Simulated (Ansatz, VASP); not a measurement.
# Two plane-wave programs on CdS

```
Cd S
1.0
     4.27886    0.00000    0.00000
    -2.13943    3.70560    0.00000
     0.00000    0.00000    6.96162
Cd S
2 2
Direct
  0.33333 0.66667 0.99921
  0.66667 0.33333 0.49921
  0.33333 0.66667 0.37579
  0.66667 0.33333 0.87579
```

Alike in both runs: task single point; functional PBE; k mesh 6 × 6 × 4; no spin polarisation.

|  | VASP | Ansatz |
| --- | --- | --- |
| version | VASP 6.6.1 | Ansatz 0.2.0 |
| potentials or method | VASP PAW PBE potentials, release 64 (Cd, S) | plane waves, PAW |
| plane-wave cutoff (eV) | 520 | 420 |
| occupations | gaussian, width 0.01 eV | fixed |
| valence electrons in the cell | 36 | 52 |

```csv
,VASP,Ansatz,Ansatz less VASP
gap on the k mesh at the Fermi level (eV),0.97,0.97,+0.001
pressure (GPa),-2.5,-2.7,-0.23
```

The two sets of potentials don't hold the same shells in valence.

As with any semilocal functional, this PBE gap is likely too small.
